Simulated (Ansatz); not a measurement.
# SnO: the cell at several levels of theory

One table from this session's results is given with a row withheld; the runs are named, their logs left out.

The runs shown are made with Ansatz 0.2.0. PAW datasets, plane waves, zero pressure. No spin polarisation. The prototype was imposed, so other structures may be more stable.

## The structure to begin with

This is the cell as the run starts from it, not yet at rest; its lengths are not the crystal's.

Space group Fm-3m (No. 225), cubic; a = 4.102 Å in the conventional setting, 8.63 Å³ an atom. Near Sn stand 6 O at 2.05 Å; near O stand 6 Sn at 2.05 Å.

The structure in full:

```
Sn O
1.0
     0.00000    2.05098    2.05098
     2.05098    0.00000    2.05098
     2.05098    2.05098    0.00000
Sn O
1 1
Direct
  0.00000 0.00000 0.00000
  0.50000 0.50000 0.50000
```

Set-up of the first run:

input.yaml reads:

```yaml
crystal:
  lattice:
    - [0.0, 2.050976, 2.050976]
    - [2.050976, 0.0, 2.050976]
    - [2.050976, 2.050976, 0.0]
  atoms:
    - { symbol: Sn, position: [0.0, 0.0, 0.0] }
    - { symbol: O, position: [0.5, 0.5, 0.5] }
kpoints:
  mp_grid: { grid: [10, 10, 10] }
hamiltonian:
  xc: pbe
scf:
  occupations: { method: fermi_dirac, width: 0.02 }
relax:
  f_tol: 0.005
  cell: {}
output:
  write_density: true
  write_potential: true
  elf: true
  volumetric_format: npy
```

The run is started by

```
$ ansatz run input.yaml --threads 2 --pin off --max-ram 2211MiB --backend cpu --events-out ev --progress --plain --runs-dir out
```

Steps of the session up to this table: Relaxing with PBE; Relaxation with r2SCAN; PBEsol: cell and atoms; Relaxing with LDA; Relaxation with HSE06.

One of the session's tables, all rows but one given; the rest of the session is left out.

```
 level  a (Å)  volume (Å³/atom)
   PBE  5.118            16.753
r2SCAN  5.074            16.329
PBEsol      ?                 ?
   LDA  4.989            15.524
 HSE06  5.070            16.291
```

Q: Estimate the row for PBEsol from the others.

**Answer.** a (Å): 5.035; volume (Å³/atom): 15.957. In the column «a (Å)» it lies between LDA (4.989) and HSE06 (5.070).

In words: From the start to the first minimum the volume moved by +94.2 %. LDA gives the smallest cell and PBE the largest; they differ by 7.9 % in volume, a mean of 2.6 % in length. The meshes differ: PBE 10×10×10, r2SCAN 8×8×8, PBEsol 8×8×8, LDA 8×8×8, HSE06 6×6×6.
